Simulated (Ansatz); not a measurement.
**GaN (rocksalt type): Wannier runs under varied settings**

Which of these Wannier inputs for GaN (rocksalt type) end well? Each is run as it stands.

Computed with Ansatz 0.2.0 (plane waves, PAW; the settings change from run to run, as each input shows, unless a step's input says otherwise).

2 further runs of the same task are left out: 2 that didn't finish.

## (1) The system as given

Symmetry: Fm-3m, No. 225, cubic system. Conventional cell: a = 4.217 Å, b = 4.217 Å, c = 4.217 Å, α = 90.00°, β = 90.00°, γ = 90.00°. Ga (site symmetry m-3m) has 6 N at 2.11 Å as nearest neighbours. Around N (site symmetry m-3m) lie 6 Ga at 2.11 Å.

As a file:

```cif
data_structure
_symmetry_space_group_name_H-M 'P 1'
_symmetry_Int_Tables_number 1
_cell_length_a 2.9819
_cell_length_b 2.9819
_cell_length_c 2.9819
_cell_angle_alpha 60.000
_cell_angle_beta 60.000
_cell_angle_gamma 60.000
_cell_volume 18.75
loop_
_atom_site_label
_atom_site_type_symbol
_atom_site_fract_x
_atom_site_fract_y
_atom_site_fract_z
_atom_site_occupancy
Ga1 Ga 0.00000 0.00000 0.00000 1
N1 N 0.50000 0.50000 0.50000 1
```

Cell and atoms come from an earlier r2SCAN relaxation.

## (2) Try 1

input.yaml

```yaml
crystal:
  lattice:
    - [0.0, 2.108515235, 2.108515235]
    - [2.108515235, 0.0, 2.108515235]
    - [2.108515235, 2.108515235, 0.0]
  atoms:
    - { symbol: Ga, position: [0.0, 0.0, 0.0] }
    - { symbol: "N", position: [0.5, 0.5, 0.5] }
kpoints:
  mp_grid: { grid: [8, 8, 8] }
  band_path:
    path:
      - [[0.0, 0.0, 0.0], [0.5, 5.437279695198e-35, 0.5], [0.625, 0.25, 0.625]]
      - [[0.375, 0.375, 0.75], [0.0, 0.0, 0.0], [0.5, 0.5, 0.5], [0.5, 0.25, 0.75], [0.5, 5.437279695198e-35, 0.5]]
    npoints: 10
hamiltonian:
  xc: pbe
scf:
  occupations: { method: fixed }
  n_extra_bands: 6
output:
  forces: false
  stress: false
  eigenvalues: true
  wannier:
    kmesh: [6, 6, 6]
    projections:
      - { species: "N", l: s, shell: 2 }
      - { species: "N", l: p, shell: 2 }
      - { species: Ga, l: d, shell: 3 }
    minimise: true
    write_hr: true
    conv_tol: 1.0e-08
    max_iter: 1000
```

Started as:

```bash
> ansatz run input.yaml --threads 4 --pin off --max-ram 3686MiB --backend cpu --events-out ev --progress --plain --runs-dir out
```

What it wrote:

```text
Warning: RAYON_NUM_THREADS=4 ignored (pool sized by the plan → 4); use --threads N
scf.n_extra_bands = 6 over 9 filled bands (N_el = 18.0): the run solves 15 bands
Engine: ansatz 0.2.0, aarch64-unknown-linux-gnu
Pseudopotentials: kind: paw
Pseudopotential: Ga, paw, valence charge 13, recommended cutoff 420 eV (normal), Ga.paw.azcp
Pseudopotential: N, paw, valence charge 5, recommended cutoff 420 eV (normal), N.paw.azcp
Functional definition: PBE
  parameter kappa = 0.804
  parameter beta = 0.06672455060314922
  exchange = pbe_x(kappa = kappa, mu = beta*pi^2/3)
  correlation = pbe_c(beta = beta)
Crystal: 2 atoms, lattice volume = 18.748 Å³
Basis set: ecut = 420 eV, 339 PW (Γ)
Bands: 15, of which v1, the nominal top of the filled ones, is band 9 counted from 1 (8 counted from 0)
Symmetry: 48 space group operations
Space group: Fm-3m (ITA 225), of the structure as read, at distance tolerance 2.7e-5 Å
k-points: 29 of 512
Non-local potential: Ga, projectors of the file, l = 0: 2, l = 1: 2, l = 2: 3, l = 3: 1
Non-local potential: N, projectors of the file, l = 0: 2, l = 1: 2, l = 2: 1
PAW form: soft (Blöchl's): semilocal exchange-correlation on the pseudo side does not see the compensation charge
PAW one-centre angular grid: Ga, 590 points (default); XC on 64 Gauss nodes
PAW one-centre angular grid: N, 110 points (default); XC on 64 Gauss nodes
Initial density: superposition of atomic densities (neutral atoms: chi_scale 0, normalization atom), corrected by the library's trained network
Initial wavefunctions: pseudopotential atomic-orbital guess
Functional: x = pbe(κ = 0.804, μ = 0.2195149727645171), c = pbe(β = 0.06672455060314922)
SCF iter   1: F=—  HF=-4166.944257 eV  |F-HF|=—  |Δ(HF+E_count)|=         —  Δρ=2.37e-3  dr2=3.80e-4  ethr=1.77e-3  ⟨swp⟩=4.2  Hψ=1958  notcnv=0  defer=75
preconditioner: auto → none  [insulator: Δε(μ)=0.660 eV  Ē_g=22.644 eV  n_scr=8 (ndim 8)  ℏωp=36.4 eV  f_vac=0.000  ε∞_Penn≈3.6]
SCF iter   2: F=—  HF=-4166.944184 eV  |F-HF|=—  |Δ(HF+E_count)|=   7.29e-5  Δρ=1.20e-3  dr2=8.43e-5  ethr=2.11e-6  ⟨swp⟩=2.0  Hψ=924  notcnv=0  defer=91
SCF iter   3: F=—  HF=-4166.944245 eV  |F-HF|=—  |Δ(HF+E_count)|=   6.08e-5  Δρ=1.32e-4  dr2=2.74e-6  ethr=4.68e-7  ⟨swp⟩=2.1  Hψ=651  notcnv=0  defer=63
SCF iter   4: F=—  HF=-4166.944244 eV  |F-HF|=—  |Δ(HF+E_count)|=   9.75e-7  Δρ=8.19e-5  dr2=1.15e-6  ethr=1.52e-8  ⟨swp⟩=2.0  Hψ=644  notcnv=0  defer=55
iter 5 did not close the SCF: its close was put off for the readings that it lacked (scf_convergence_deferred on its scf_iter line)
SCF iter   5: F=-4166.944243 eV  HF=-4166.944243 eV  |F-HF|=7.69e-8  |Δ(HF+E_count)|=   4.30e-7  Δρ=1.99e-5  dr2=5.45e-8  ethr=6.39e-9  ⟨swp⟩=2.8  Hψ=622  notcnv=0  defer=57
SCF iter   6: F=-4166.944243 eV  HF=-4166.944243 eV  |F-HF|=1.43e-9  |Δ(HF+E_count)|=   2.52e-8  Δρ=5.87e-6  dr2=3.86e-9  ethr=3.03e-10  ⟨swp⟩=4.9  Hψ=1942  notcnv=0
SCF 1 converged in 6 iterations: F = -4166.944243 eV  dr2 = 3.86e-9
NSCF: frozen V_eff on 62 k-points
NSCF: frozen V_eff on 19 k-points
the Wannier pass solved 19 of the 216 points of its mesh, and has the states at the others by symmetry: states obtained by the crystal's operations at points that were solved too leave a residual of 2.00e-13 eV (read by the count's bands and the next), within 4.17e-6 eV
SCF converged after 6 iterations
Free energy (F): -4166.944243 eV
Harris-Foulkes:  -4166.944243 eV  (|F-HF|=1.43e-9)
Internal energy: -4166.944243 eV  (E = F + TS)
E sigma→0 (E₀):  -4166.944243 eV
Fermi energy:    13.282836 eV
--- Per-component energies (eV) ---
  E_band       = 49.532396
  E_kinetic    = 248.627628
  E_local      = -1661.026886  (includes V_loc(G=0)·N_el)
  E_nonlocal   = 477.279109
  E_hartree    = 781.396107
  E_xc         = -128.704100
  E_vxc        = -134.270320  (∫ρ·V_xc dr)
  E_paw        = -2124.049081  (= ΣΔE_a)
  E_vpaw       = -443.870134  (= ΣTr[D̂ρ^β])
  E_aug_tail   = -0.000124  (compensation charges beyond the density's cutoff)
  E_ewald      = -1760.466897
  E_smearing   = -0.000000  (= −TS)
  E_closure    = -0.000000  (closes the sum)
  Σ components = -4166.944243   (vs F -4166.944243, Δ=0.00e0)
--- Band table (eV; the first three rows and the last of 29) ---
  k-point 0: bands = ["-4.0626", "-0.7524", "-0.7524", "-0.7524", "-0.6559", "-0.6559", "12.7816", "12.7816", "12.7816", "15.6109", "27.9573", "27.9573", "27.9573", "29.2160", "29.2160"]
  k-point 1: bands = ["-3.7583", "-0.7645", "-0.7419", "-0.7419", "-0.6715", "-0.6715", "11.1211", "12.8167", "12.8167", "16.9174", "25.0021", "26.8344", "26.8344", "29.0253", "29.4022"]
  k-point 2: bands = ["-2.8978", "-0.7986", "-0.7986", "-0.7933", "-0.6252", "-0.6252", "8.5053", "12.9224", "12.9224", "18.2168", "22.9915", "24.6471", "24.6471", "28.7902", "31.0682"]
  k-point 28: bands = ["-2.1744", "-0.7474", "-0.7474", "-0.7337", "-0.4682", "2.0577", "7.9227", "7.9227", "8.6679", "18.4773", "23.2563", "23.6709", "23.6709", "31.8900", "31.8900"]
Wannier search: line search 1 of at most 1000: gauge-dependent spread (as the search counts it) 1.5774144 Å², largest recent change 1.2e-1 Å² and fall left 3.8e-4 Å² against conv_tol 1.0e-8 Å², 0 stops escaped
```

Wall time 1.5 s (4 threads of Arm Neoverse V1, shared host); peak memory 0.27 GiB.

wannier.win names the bands that the functions span: 1-9 (counted from 1; 9 are filled).

The head of wannier.spreads.toml:

```toml
omega_i_ang2 = 4.79705442459289
omega_d_ang2 = 0.0008763065916061677
omega_od_ang2 = 0.8779621817158616
omega_total_ang2 = 5.675892912900357
least_projectability = 0.7328386343618847
b_vectors_match_mmn = true
n_iter = 49
converged = true
rejected_fitted_steps = 3
```

The functions (centres in Å, on-site energies from the top of the filled bands):

| n | x | y | z | spread (Å²) | on-site (eV) | nearest atoms | distance (Å) |
| --- | --- | --- | --- | --- | --- | --- | --- |
| 1 | 2.358 | 1.859 | 1.859 | 1.112 | -6.438 | N2 | 0.43 |
| 2 | 2.358 | 2.358 | 2.358 | 1.112 | -6.438 | N2 | 0.43 |
| 3 | 1.859 | 1.859 | 2.358 | 1.112 | -6.438 | N2 | 0.43 |
| 4 | 1.859 | 2.358 | 1.859 | 1.112 | -6.438 | N2 | 0.43 |
| 5 | 0.000 | 0.000 | 0.000 | 0.245 | -13.875 | Ga1 | 0.00 |
| 6 | 0.000 | 0.000 | 0.000 | 0.246 | -13.831 | Ga1 | 0.00 |
| 7 | 0.000 | 0.000 | 0.000 | 0.245 | -13.854 | Ga1 | 0.00 |
| 8 | 0.000 | 0.000 | 0.000 | 0.246 | -13.825 | Ga1 | 0.00 |
| 9 | 0.000 | 0.000 | 0.000 | 0.246 | -13.831 | Ga1 | 0.00 |

Along the path each interpolated band stays within 0.01, 0.00, 0.01, 0.00, 0.00, 0.03, 0.13, 0.09, 0.13 eV of the nearest computed level, from the lowest band up.

## (3) Try 2

input.yaml, as its differences from that of step 2:

```diff
@@ -25,7 +25,4 @@
   wannier:
-    kmesh: [6, 6, 6]
-    projections:
-      - { species: "N", l: s, shell: 2 }
-      - { species: "N", l: p, shell: 2 }
-      - { species: Ga, l: d, shell: 3 }
+    kmesh: [4, 4, 4]
+    projections: [{ species: "N", l: p, shell: 2 }]
     minimise: true
```

Started as:

```bash
> ansatz run input.yaml --threads 4 --pin off --max-ram 3686MiB --backend cpu --events-out ev --progress --plain --runs-dir out
```

What it wrote:

```text
Warning: RAYON_NUM_THREADS=4 ignored (pool sized by the plan → 4); use --threads N
scf.n_extra_bands = 6 over 9 filled bands (N_el = 18.0): the run solves 15 bands
[... 9 set-up lines as earlier in the session ...]
Crystal: 2 atoms, lattice volume = 18.748 Å³
Basis set: ecut = 420 eV, 339 PW (Γ)
Bands: 15, of which v1, the nominal top of the filled ones, is band 9 counted from 1 (8 counted from 0)
[... 2 set-up lines as earlier in the session ...]
k-points: 29 of 512
[... 8 set-up lines as earlier in the session ...]
SCF iter   1: F=—  HF=-4166.944257 eV  |F-HF|=—  |Δ(HF+E_count)|=         —  Δρ=2.37e-3  dr2=3.80e-4  ethr=1.77e-3  ⟨swp⟩=4.2  Hψ=1958  notcnv=0  defer=75
preconditioner: auto → none  [insulator: Δε(μ)=0.660 eV  Ē_g=22.644 eV  n_scr=8 (ndim 8)  ℏωp=36.4 eV  f_vac=0.000  ε∞_Penn≈3.6]
SCF iter   2: F=—  HF=-4166.944184 eV  |F-HF|=—  |Δ(HF+E_count)|=   7.29e-5  Δρ=1.20e-3  dr2=8.43e-5  ethr=2.11e-6  ⟨swp⟩=2.0  Hψ=924  notcnv=0  defer=91
SCF iter   3: F=—  HF=-4166.944245 eV  |F-HF|=—  |Δ(HF+E_count)|=   6.08e-5  Δρ=1.32e-4  dr2=2.74e-6  ethr=4.68e-7  ⟨swp⟩=2.1  Hψ=651  notcnv=0  defer=63
SCF iter   4: F=—  HF=-4166.944244 eV  |F-HF|=—  |Δ(HF+E_count)|=   9.75e-7  Δρ=8.19e-5  dr2=1.15e-6  ethr=1.52e-8  ⟨swp⟩=2.0  Hψ=644  notcnv=0  defer=55
iter 5 did not close the SCF: its close was put off for the readings that it lacked (scf_convergence_deferred on its scf_iter line)
SCF iter   5: F=-4166.944243 eV  HF=-4166.944243 eV  |F-HF|=7.69e-8  |Δ(HF+E_count)|=   4.30e-7  Δρ=1.99e-5  dr2=5.45e-8  ethr=6.39e-9  ⟨swp⟩=2.8  Hψ=622  notcnv=0  defer=57
SCF iter   6: F=-4166.944243 eV  HF=-4166.944243 eV  |F-HF|=1.43e-9  |Δ(HF+E_count)|=   2.52e-8  Δρ=5.87e-6  dr2=3.86e-9  ethr=3.03e-10  ⟨swp⟩=4.9  Hψ=1942  notcnv=0
SCF 1 converged in 6 iterations: F = -4166.944243 eV  dr2 = 3.86e-9
NSCF: frozen V_eff on 62 k-points
NSCF: frozen V_eff on 11 k-points
the Wannier pass solved 11 of the 64 points of its mesh, and has the states at the others by symmetry: states obtained by the crystal's operations at points that were solved too leave a residual of 4.97e-13 eV (read by the count's bands and the next), within 6.67e-6 eV
SCF converged after 6 iterations
Free energy (F): -4166.944243 eV
Harris-Foulkes:  -4166.944243 eV  (|F-HF|=1.43e-9)
Internal energy: -4166.944243 eV  (E = F + TS)
E sigma→0 (E₀):  -4166.944243 eV
Fermi energy:    13.282836 eV
--- Per-component energies (eV) ---
  E_band       = 49.532396
  E_kinetic    = 248.627628
  E_local      = -1661.026886  (includes V_loc(G=0)·N_el)
  E_nonlocal   = 477.279109
  E_hartree    = 781.396107
  E_xc         = -128.704100
  E_vxc        = -134.270320  (∫ρ·V_xc dr)
  E_paw        = -2124.049081  (= ΣΔE_a)
  E_vpaw       = -443.870134  (= ΣTr[D̂ρ^β])
  E_aug_tail   = -0.000124  (compensation charges beyond the density's cutoff)
  E_ewald      = -1760.466897
  E_smearing   = -0.000000  (= −TS)
  E_closure    = -0.000000  (closes the sum)
  Σ components = -4166.944243   (vs F -4166.944243, Δ=0.00e0)
--- Band table (eV; the first three rows and the last of 29) ---
  k-point 0: bands = ["-4.0626", "-0.7524", "-0.7524", "-0.7524", "-0.6559", "-0.6559", "12.7816", "12.7816", "12.7816", "15.6109", "27.9573", "27.9573", "27.9573", "29.2160", "29.2160"]
  k-point 1: bands = ["-3.7583", "-0.7645", "-0.7419", "-0.7419", "-0.6715", "-0.6715", "11.1211", "12.8167", "12.8167", "16.9174", "25.0021", "26.8344", "26.8344", "29.0253", "29.4022"]
  k-point 2: bands = ["-2.8978", "-0.7986", "-0.7986", "-0.7933", "-0.6252", "-0.6252", "8.5053", "12.9224", "12.9224", "18.2168", "22.9915", "24.6471", "24.6471", "28.7902", "31.0682"]
  k-point 28: bands = ["-2.1744", "-0.7474", "-0.7474", "-0.7337", "-0.4682", "2.0577", "7.9227", "7.9227", "8.6679", "18.4773", "23.2563", "23.6709", "23.6709", "31.8900", "31.8900"]
Wannier search: line search 1 of at most 1000: gauge-dependent spread (as the search counts it) 0.1443817 Å², largest recent change 2.6e-3 Å² and fall left 1.2e-12 Å² against conv_tol 1.0e-8 Å², 0 stops escaped
```

Run time: 0.61 s. Hardware: 4 threads of Arm Neoverse V1, shared host; peak memory 0.26 GiB.

wannier.win names the bands that the functions span: 7-9 (counted from 1; 9 are filled).

The head of wannier.spreads.toml:

```toml
omega_i_ang2 = 4.366306638252346
omega_d_ang2 = 0.000000000000000000000000007982409026291984
omega_od_ang2 = 0.08073886343746209
omega_total_ang2 = 4.447045501689808
least_projectability = 0.5917377262014789
b_vectors_match_mmn = true
n_iter = 21
converged = true
rejected_fitted_steps = 1
```

The functions (centres in Å, on-site energies from the top of the filled bands):

| n | x | y | z | spread (Å²) | on-site (eV) | nearest atoms | distance (Å) |
| --- | --- | --- | --- | --- | --- | --- | --- |
| 1 | 2.109 | 2.109 | 2.109 | 1.482 | -3.500 | N2 | 0.00 |
| 2 | 2.109 | 2.109 | 2.109 | 1.482 | -3.500 | N2 | 0.00 |
| 3 | 2.109 | 2.109 | 2.109 | 1.482 | -3.500 | N2 | 0.00 |

Along the path each interpolated band stays within 0.40, 0.19, 0.16 eV of the nearest computed level, from the lowest band up.

## (4) How the runs ended

| try | settings | ended | result | time |
| --- | --- | --- | --- | --- |
| 1 | PBE, 9 functions, 6×6×6 | converged | spread 5.68 Å² | 1.5 s |
| 2 | PBE, 3 functions, 4×4×4 | converged | spread 4.45 Å² | 0.61 s |

**Reading.** 2 converged. Over the sound inputs the mean spread of a function spans 0.63 to 1.48 Å². These numbers test the settings; they aren't properties of the solid.
